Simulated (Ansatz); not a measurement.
**LiCl: one candidate of a structure search**

The task: take a trial cell of LiCl to zero force and stress.

Computed with Ansatz 0.2.0 (DFT PBE, scalar-relativistic, plane waves, PAW, unless a step's input says otherwise).

## 1. The system as given

Symmetry: R-3m, No. 166, trigonal system. Conventional cell: a = 4.164 Å, b = 4.164 Å, c = 20.400 Å, α = 90.00°, β = 90.00°, γ = 120.00°. Li (site symmetry 3m) has 4 Cl at 2.55 Å as nearest neighbours. Cl (site symmetry 3m) has 4 Li at 2.55 Å as nearest neighbours.

As a file:

```cif
data_structure
_symmetry_space_group_name_H-M 'P 1'
_symmetry_Int_Tables_number 1
_cell_length_a 7.2125
_cell_length_b 7.2125
_cell_length_c 7.2125
_cell_angle_alpha 33.557
_cell_angle_beta 33.557
_cell_angle_gamma 33.557
_cell_volume 102.11
loop_
_atom_site_label
_atom_site_type_symbol
_atom_site_fract_x
_atom_site_fract_y
_atom_site_fract_z
_atom_site_occupancy
Li1 Li 0.87500 0.87500 0.87500 1
Li2 Li 0.12500 0.12500 0.12500 1
Cl1 Cl 0.25000 0.25000 0.25000 1
Cl2 Cl 0.75000 0.75000 0.75000 1
```

The cell is invented: ordered vacancies on the cation sites of antifluorite (R-3m, No. 166). The dimensions are guesses.

## 2. The guess as it stands, on a coarse mesh

File input.yaml:

```yaml
crystal:
  lattice:
    - [2.08206628, 1.20208153, 6.8]
    - [-2.08206628, 1.20208153, 6.8]
    - [0.0, -2.40416306, 6.8]
  atoms:
    - { symbol: Li, position: [0.875, 0.875, 0.875] }
    - { symbol: Li, position: [0.125, 0.125, 0.125] }
    - { symbol: Cl, position: [0.25, 0.25, 0.25] }
    - { symbol: Cl, position: [0.75, 0.75, 0.75] }
basis:
  ecutwfc: 420
kpoints:
  mp_grid: { grid: [6, 6, 6] }
hamiltonian:
  xc: pbe
scf:
  occupations: { method: gaussian, width: 0.1 }
  lower_state_search: "off"
output:
  forces: true
  stress: true
  eigenvalues: true
```

Command:

```console
> ansatz run input.yaml --threads 1 --pin off --max-ram 2048MiB --backend cpu --events-out ev --progress --plain --runs-dir out
```

The session goes on with these runs: coarse relaxation; final relaxation.

**Question.** What will these runs give? Wanted: conventional cell; volume; energy over the elements; gap on the mesh.

The runs gave:

```
                                                              quantity                                                                        value
                                symmetry at the end (tolerance 0.02 Å)                                                   space group R-3m (No. 166)
                                                     conventional cell  a = 4.041 Å, b = 4.041 Å, c = 21.366 Å, α = 90.00°, β = 90.00°, γ = 120.00°
                                                                volume                                                                25.18 Å³/atom
energy over the elements (uncorrected; H, N, O, F and Cl as molecules)                                                                -1.84 eV/atom
                                                       gap on the mesh                                                                      5.75 eV
```

The space group R-3m (No. 166) is kept, and the volume per atom shrinks by 1.4 % from the first guess. It lies below the elements, which doesn't yet make it stable: competing phases were not computed in this session. No finished test with a distortion of lower symmetry is shown, so the end may be a saddle point.
